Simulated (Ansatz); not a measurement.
MgS built on the rocksalt prototype, relaxed with r2SCAN: it is cubic, Fm-3m (No. 225); a = 5.203 Å in the conventional setting, 17.61 Å³ an atom. Mg has 6 S at 2.60 Å; S has 6 Mg at 2.60 Å. One-shot G0W0@PBE in the plane-wave code Ansatz on a 4×4×4 mesh (contour deformation, no spin-orbit coupling), from a PBE gap of 2.766 eV over the mesh points (the G0W0 gap is indirect on the mesh); the number N of bands summed and the screening cutoff rise together. The values are computed, spin-unpolarised, and not measurements.

```csv
N,cutoff (eV),1000/N,G0W0 gap (eV)
65,80,15.385,3.992
140,140,7.143,4.135
```

**Question.** Lay a straight line in 1000/N through these rows.

**Answer.** The slope is -0.0174 eV per unit of 1000/N and the intercept 4.259 eV.

**Question.** Predict the gap at N = 251 (210 eV).

**Answer.** 4.259 + (-0.0174) × 3.984 = 4.190 eV; the run gives 4.226 eV, +0.036 eV from the line.

**Question.** With that run's result added, what limit do the last two rows suggest?

**Answer.** Their slope is (4.226 − 4.135)/(3.984 − 7.143) = -0.0288, which meets 1/N = 0 at 4.34 eV, against 4.259 eV from the first line. The slope steepens, so 1/N isn't yet asymptotic and the true limit probably lies higher still; the k mesh isn't extrapolated.
